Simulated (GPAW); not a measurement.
Ge: single point with PBEsol

The system is Ge.

```
Ge
1.0
     0.00000    2.88574    5.11566
     2.63050    0.00000    5.11566
     2.63050    2.88574    0.00000
Ge
4
Direct
  0.72649 0.27351 0.72649
  0.27351 0.72649 0.27351
  0.21813 0.21813 0.78187
  0.78187 0.78187 0.21813
```

This isn't the form of Ge at room conditions, which is diamond.

| Quantity | Value |
| --- | --- |
| Program | GPAW 26.7.0 |
| Task | single point |
| Functional | PBEsol |
| Potentials or basis | PAW data sets generated in the run's folder for this functional |
| Cutoff | 450 eV |
| Basis | pw |
| k mesh | 6 × 6 × 6 |
| Occupations | fermi-dirac, width 0.05 eV |
| Spin | no spin polarisation |
| Maxiter | 120 |
| Convergence | default |

```json
{
  "Pressure": "-3.5 GPa",
  "Largest force": "0.017 eV/Å",
  "Band gap on the k mesh": "none (metal or under the smearing width)"
}
```

Forces on the atoms (eV/Å):
```
Ge   0.000  0.008  0.000
Ge   0.000 -0.008  0.000
Ge   0.000  0.000  0.017
Ge   0.000  0.000 -0.017
```

Stress tensor (GPa, compression positive):
```
-1.53  0.00  0.00
 0.00 -4.12  0.00
 0.00  0.00 -4.75
```

Levels at points of the mesh, in eV from the Fermi level:
```csv
k point,band 6,band 7,band 8,band 9,band 10,band 11
"(0.00, 0.00, 0.00)",-2.38,-2.02,-1.86,-1.62,2.84,3.61
"(0.00, 0.50, 0.50)",-5.28,-3.51,-2.10,-1.88,2.71,3.74
"(0.50, 0.00, 0.50)",-4.16,-3.22,-2.69,-1.30,-0.88,3.52
"(0.50, 0.50, 0.00)",-1.88,-0.27,0.48,0.98,1.14,1.94
"(0.50, 0.50, 0.50)",-1.66,-0.87,0.73,0.93,1.09,2.25
```

Wall time 41 s on 1 thread of Arm Neoverse V1, with other jobs on the host, peak memory 0.19 GiB.

Caveat: the cutoff is short for stress and forces, so pressures can be off by a GPa or more; the program warned that so skewed a cell can give wrong results.
